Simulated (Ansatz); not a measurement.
Ni under changes of volume

One of the cells (10.569 Å³/atom); the others are scaled copies at fixed shape and fractional positions:

```
Ni
1.0
     2.44802    0.00000    0.00000
    -1.22401    2.12005    0.00000
     0.00000    0.00000    4.07281
Ni
2
Direct
  0.66667 0.33333 0.75000
  0.33333 0.66667 0.25000
```

This isn't the form of Ni at room conditions, which is fcc.

* Program: Ansatz 0.2.0
* Functional: r2SCAN
* Potentials or basis: Ansatz PAW
* Cutoff: 500 eV (not typed: the program's choice for these potentials)
* k mesh: 12 × 12 × 7
* Occupations: fermi-dirac, width 0.05 eV
* Spin: collinear spin, ferromagnetic start
* Starting moments: [1.0, 1.0] μB

| volume (Å³/atom) | energy over the lowest point (meV/atom) | pressure (GPa) | moment (μB per cell) |
| --- | --- | --- | --- |
| 9.935 | 26.15 | 14.9 | 1.43 |
| 10.146 | 10.52 | 9.1 | 1.44 |
| 10.357 | ? | ? | ? |
| 10.569 | 0.00 | -0.5 | 1.48 |
| 10.780 | 3.43 | -4.5 | 1.50 |
| 10.992 | 11.62 | -8.0 | 1.52 |
| 11.203 | 23.96 | -11.1 | 1.54 |

Q: What does the run at 10.357 Å³/atom give?

A: Energy over the lowest point 2.10 meV/atom; pressure 4.0 GPa; moment 1.46 μB per cell.

Worked out: A Birch-Murnaghan fit of order 3 (a polynomial in V^(-2/3)) to the other rows has its minimum at 10.54 Å³/atom with B0 = V·E''(V) = 212 GPa and B' = 5.9 at fixed shape and positions, which overstates the stiffness. It gives 2.11 meV/atom at 10.357 Å³/atom, against the run's 2.10, and -dE/dV = 3.9 GPa, against 4.0. A straight line through the other rows of the moment, of slope 0.089 μB per Å³/atom, gives 1.46 μB, against the run's 1.46.

Energies are extrapolated to zero smearing.

Caveats: the magnetic or orbital state may not be the lowest; the PAW data sets come from PBE, with cores solved anew for the run's functional, which leaves a small shift of forces and pressure.
